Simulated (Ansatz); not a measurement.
# VMoSe4: the cost of one run

Program: Ansatz 0.2.0. Level of theory: DFT PBE, scalar-relativistic, plane waves, PAW. These are calculated values, not measurements.

1 further run of the same task is left out (it didn't finish).

### Step 1. Starting point

The structure is hexagonal, space group P-6m2 (No. 187). Conventional cell: a = 3.329 Å, b = 3.329 Å, c = 15.908 Å, α = 90.00°, β = 90.00°, γ = 120.00°. Around V (site symmetry -6m2) lie 6 Se at 2.50 Å. Mo (site symmetry -6m2) has 6 Se at 2.54 Å as nearest neighbours. Se (site symmetry 3m) has 3 Mo at 2.54 Å as nearest neighbours. Se (site symmetry 3m) has 3 V at 2.50 Å as nearest neighbours.

Coordinates:

```
CELL_PARAMETERS angstrom
3.32903 0.00000 0.00000
-1.66451 2.88302 0.00000
0.00000 0.00000 15.90772
ATOMIC_POSITIONS crystal
V 0.00000 0.00000 0.50000
Mo 0.00000 0.00000 0.00000
Se 0.33333 0.66667 0.10472
Se 0.33333 0.66667 0.60068
Se 0.33333 0.66667 0.39932
Se 0.33333 0.66667 0.89528
```

It is the end of an earlier relaxation with the same method, from a generated guess; it is a trial structure. At a tolerance of 0.02 Å it has space group P-6m2 (No. 187); it has 25.45 Å³/atom, an uncorrected energy of -0.70 eV/atom over the elements.

### Step 2. Bands, states and charges

The input, input.yaml:

```yaml
crystal:
  lattice:
    - [3.3290253633, 0.0, 0.0]
    - [-1.6645126817, 2.8830205345, 0.0]
    - [0.0, 0.0, 15.9077182792]
  atoms:
    - { symbol: V, position: [0.0, 0.0, 0.5], spin: 1.0 }
    - { symbol: Mo, position: [0.0, 0.0, 0.0] }
    - { symbol: Se, position: [0.3333333333, 0.6666666667, 0.1047213445] }
    - { symbol: Se, position: [0.3333333333, 0.6666666667, 0.6006849555] }
    - { symbol: Se, position: [0.3333333333, 0.6666666667, 0.3993150445] }
    - { symbol: Se, position: [0.3333333333, 0.6666666667, 0.8952786555] }
basis:
  ecutwfc: 420
kpoints:
  mp_grid: { grid: [12, 12, 4] }
  band_path:
    path:
      - [[0.0, 0.0, 0.0], [0.5, 0.0, 0.0], [0.33333333, 0.33333333, 0.0], [0.0, 0.0, 0.0], [0.0, 0.0, 0.5], [0.5, 0.0, 0.5], [0.33333333, 0.33333333, 0.5], [0.0, 0.0, 0.5]]
      - [[0.5, 0.0, 0.5], [0.5, 0.0, 0.0]]
      - [[0.33333333, 0.33333333, 0.5], [0.33333333, 0.33333333, 0.0]]
    npoints: 14
hamiltonian:
  xc: pbe
scf:
  occupations: { method: gaussian, width: 0.1 }
  n_extra_bands: 15
output:
  forces: true
  stress: true
  eigenvalues: true
  populations: true
  dos: { projected: true, de: 0.02, nscf_kmesh: { grid: [15, 15, 5] } }
  bader: true
  write_density: true
  write_potential: true
  elf: true
  volumetric_format: npy
magnetization:
  spin_polarized: true
checkpoint:
  read: start.run
  write: ck
  compress: false
  write_wavefunctions: false
  write_every: 100000
```

Started as:

```bash
ansatz run input.yaml --threads 1 --pin off --max-ram 2560MiB --backend cpu --events-out ev --progress --plain --runs-dir out
```

What time and memory should one allow on 1 thread of Intel Xeon 6975P-C (Granite Rapids), shared host?

About 3.1 min, with a peak of 1.3 GiB.
